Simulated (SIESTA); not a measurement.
## SnTe in SIESTA: the effect of functional

The system is SnTe.

```
Te Sn
1.0
     0.00000    3.15085    3.15085
     3.15085    0.00000    3.15085
     3.15085    3.15085    0.00000
Te Sn
1 1
Direct
  0.50000 0.50000 0.50000
  0.00000 0.00000 0.00000
```

Alike in all runs:

- Program: SIESTA 5.4.2
- Task: band structure
- Basis: DZP (energy shift 0.003 Ry; two zetas on semicore shells)
- Grid cutoff: 500 Ry
- Energy shift: 0.003 Ry
- k mesh: 7 × 7 × 7
- Occupations: fermi-dirac, width 0.05 eV
- Spin: no spin polarisation

```csv
functional,potentials or basis,pressure (GPa)
AM05,PseudoDojo 0.4 standard (PBEsol files),?
BLYP,PseudoDojo 0.4 standard (PBE files),6.6
vdW-DF-cx,PseudoDojo 0.4 standard (PBE files),1.2
```

Q: What does the run with functional AM05 give?

A: Pressure 0.6 GPa.

Caveats: the potentials were made for another functional, which shifts forces and pressure; the basis of atomic orbitals isn't converged, which shifts pressures, moduli and gaps.
